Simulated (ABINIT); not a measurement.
Sb:

```
Sb
1.0
     2.15420    1.24373    3.75800
    -2.15420    1.24373    3.75800
     0.00000   -2.48746    3.75800
Sb
2
Direct
  0.76651 0.76651 0.76651
  0.23349 0.23349 0.23349
```

- Program: ABINIT 10.8.3 (patched build)
- Task: relaxation of cell and atoms
- Functional: r2SCAN
- Potentials or basis: JTH PAW PBE v2.0
- Cutoff: 517 eV
- k mesh: 4 × 4 × 4
- Occupations: fermi-dirac, width 0.05 eV
- Spin: no spin polarisation

At the start: pressure 1.9 GPa; volume 30.21 Å³/atom.

**Question.** Where does the relaxation end?

**Answer.** Over 9 steps the energy falls by 14.5 meV/atom and the volume is 31.91 Å³/atom (+5.6 %); space group R-3m (No. 166, to 0.05 Å).

Step by step:
| step | energy change (eV) | largest force (eV/Å) | pressure (GPa) | volume (Å³) |
| --- | --- | --- | --- | --- |
| 1 | 0.0000 | 0.2033 | 1.86 | 60.41 |
| 2 | -0.0047 | 0.2145 | 1.57 | 60.76 |
| 3 | -0.0229 | 0.2275 | -0.47 | 63.45 |
| 4 | -0.0241 | 0.1968 | -0.42 | 63.49 |
| 5 | -0.0280 | 0.0121 | 0.09 | 63.50 |
| 6 | -0.0280 | 0.0055 | 0.08 | 63.52 |
| 7 | -0.0285 | 0.0458 | -0.23 | 63.96 |
| 8 | -0.0288 | 0.0243 | -0.08 | 63.84 |
| 9 | -0.0289 | 0.0027 | 0.03 | 63.82 |

Final structure:
```xyz
2
Lattice="2.1886 1.2636 3.8466 -2.1886 1.2636 3.8466 0.0000 -2.5271 3.8466" Properties=species:S:1:pos:R:3 pbc="T T T"
Sb    0.0000    0.0000    8.8932
Sb    0.0000    0.0000    2.6465
```

Caveat: the k mesh is coarse (spacing up to 0.44 Å⁻¹), so the values aren't converged; the PAW data sets were made with another functional, which shifts forces and pressure a little.
